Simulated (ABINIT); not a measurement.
**GaAs: relaxation of cell and atoms with PBE**

Crystal: GaAs.

```xyz
2
Lattice="0.0000 2.8268 2.8268 2.8268 0.0000 2.8268 2.8268 2.8268 0.0000" Properties=species:S:1:pos:R:3 pbc="T T T"
As    4.2403    4.2403    4.2403
Ga    0.0000    0.0000    0.0000
```

```json
{
  "Program": "ABINIT 10.8.3 (patched build)",
  "Task": "relaxation of cell and atoms",
  "Functional": "PBE",
  "Potentials or basis": "PseudoDojo NC SR PBE v0.5 stringent",
  "Cutoff": "1442 eV",
  "k mesh": "6 × 6 × 6",
  "Occupations": "fermi-dirac, width 0.05 eV",
  "Spin": "no spin polarisation",
  "Cell freedom (optcell)": "2",
  "Optimiser (ionmov)": "22",
  "Cutoff smearing ecutsm (Ha)": "0.5",
  "Force stop (Ha/bohr)": "2e-05"
}
```

```yaml
Relaxed_volume: 23.72 Å³/atom
Relaxed_cell: a = 4.064 Å, b = 4.064 Å, c = 4.064 Å, α = 60.00°, β = 60.00°, γ = 60.00°
Space_group_after_relaxing_to_0.05_Å: F-43m (No. 216)
Energy_gained_by_relaxing: 10.9 meV/atom
Ionic_steps: 5
Pressure_after_relaxing: 0.0 GPa
Band_gap_on_the_k_mesh: 0.16 eV, direct
```

Step by step:
| step | energy change (eV) | largest force (eV/Å) | pressure (GPa) | volume (Å³) |
| --- | --- | --- | --- | --- |
| 1 | 0.0000 | 0.0000 | 3.31 | 45.18 |
| 2 | -0.0083 | 0.0000 | 2.53 | 45.64 |
| 3 | -0.0216 | 0.0000 | 0.34 | 47.20 |
| 4 | -0.0218 | 0.0000 | -0.01 | 47.46 |
| 5 | -0.0219 | 0.0000 | 0.00 | 47.45 |

Final structure:
```cif
data_structure
_symmetry_space_group_name_H-M 'P 1'
_symmetry_Int_Tables_number 1
_cell_length_a 4.0636
_cell_length_b 4.0636
_cell_length_c 4.0636
_cell_angle_alpha 60.000
_cell_angle_beta 60.000
_cell_angle_gamma 60.000
_cell_volume 47.45
loop_
_atom_site_label
_atom_site_type_symbol
_atom_site_fract_x
_atom_site_fract_y
_atom_site_fract_z
_atom_site_occupancy
As1 As 0.75000 0.75000 0.75000 1
Ga1 Ga 0.00000 0.00000 0.00000 1
```

Wall time 11 min on 1 thread of Arm Neoverse V1 (shared host), peak memory 0.15 GiB.

A k mesh can miss the band edges. PBE usually gives volumes a little too large and moduli too small.
